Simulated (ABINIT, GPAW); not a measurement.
Given: the input of a run of ABINIT 10.8.3 (patched build) on Ta2N. Atoms were shifted at random by some hundredths of an Å from the given cell, which wasn't relaxed again for these runs. The cell comes from a database or a generator and needn't be the stable form of this composition.

File run.abi:

```
# Pseudopotentials
pp_dirpath "./"
pseudos "Ta.upf, N.upf"

# Structure
acell 5.8824557102 5.8824557101 9.2026657605
rprim
     1.0000000000     0.0000000000     0.0000000000
    -0.5000000000     0.8660254038     0.0000000000
     0.0000000000     0.0000000000     1.0000000000
ntypat 2
znucl 73 7
natom 3
typat 1 1 2
xred
     0.3246030000     0.6534240000     0.2512930000
     0.6906880000     0.3422290000     0.7432110000
    -0.0016550000     0.0058830000     0.0039570000
chkprim 0
chksymtnons 0
tolsym 1.0e-6

# Plane-wave basis
ecut 42.0

# k points
kptopt 1
ngkpt 10 10 6
nshiftk 1
shiftk 0.0 0.0 0.0

# Exchange and correlation
ixc -116133

# Bands and occupations
nband 20
occopt 3
tsmear 0.05 eV

# SCF cycle
nstep 100
tolvrs 1.0e-10

# Output
iomode 3
prtwf 0
prtden 0
prteig 0
prtebands 0
```

Potentials or basis: PseudoDojo NC SR PBEsol v0.4.1 standard.

Command:

```bash
$ abinit run.abi > log 2>&1
```

Task: Set up the same calculation for GPAW 26.7.0 (ASE script). Potentials or basis there: PAW data sets generated for this functional, cutoff 800 eV.

Result: As run (cutoffs and basis follow the program's own potentials, and thresholds, step limits or extra output files can differ):

Contents of run.py:

```python
from ase import Atoms
from ase.dft.bandgap import bandgap
from ase.io import write
from ase.units import GPa
from gpaw import GPAW, PW, setup_paths

setup_paths.insert(0, '.')

atoms = Atoms(['Ta', 'Ta', 'N'],
              cell=[[3.112861506, 0.0, 0.0],
                    [-1.556430753, 2.6958171426, 0.0],
                    [0.0, 0.0, 4.869841]],
              scaled_positions=[[0.324603, 0.653424, 0.251293],
                                [0.690688, 0.342229, 0.743211],
                                [-0.001655, 0.005883, 0.003957]],
              pbc=True)

calc = GPAW(mode=PW(800),
            xc='PBEsol',
            kpts={'size': (10, 10, 6), 'gamma': True},
            occupations={'name': 'fermi-dirac', 'width': 0.05},
            nbands=30,
            convergence={'density': 1e-05, 'energy': 1e-05},
            maxiter=150,
            txt='gpaw.txt')
atoms.calc = calc
energy = atoms.get_potential_energy()
forces = atoms.get_forces()
stress = atoms.get_stress()
calc.write('gs.gpw')
write('result.traj', atoms)
print(f'Energy: {energy:.6f} eV')
print('Forces (eV/A):')
print(forces.round(4))
print('Stress (GPa):', (stress / GPa).round(3))
print('Fermi level:', round(calc.get_fermi_level(), 4), 'eV')
print(f'Gap: {bandgap(calc)[0]:.4f} eV, direct: {bandgap(calc, direct=True)[0]:.4f} eV')
```

Potentials or basis: PAW data sets generated in the run's folder for this functional, pw.

Run with:

```sh
$ gpaw-setup -f PBEsol N Ta
$ OMP_NUM_THREADS=1 python run.py
```

Both were run:

|  | ABINIT | GPAW |
| --- | --- | --- |
| Pressure | -8.5 GPa | -8.3 GPa |
| Largest force | 0.747 eV/Å | 0.774 eV/Å |

Pressure is positive in compression.
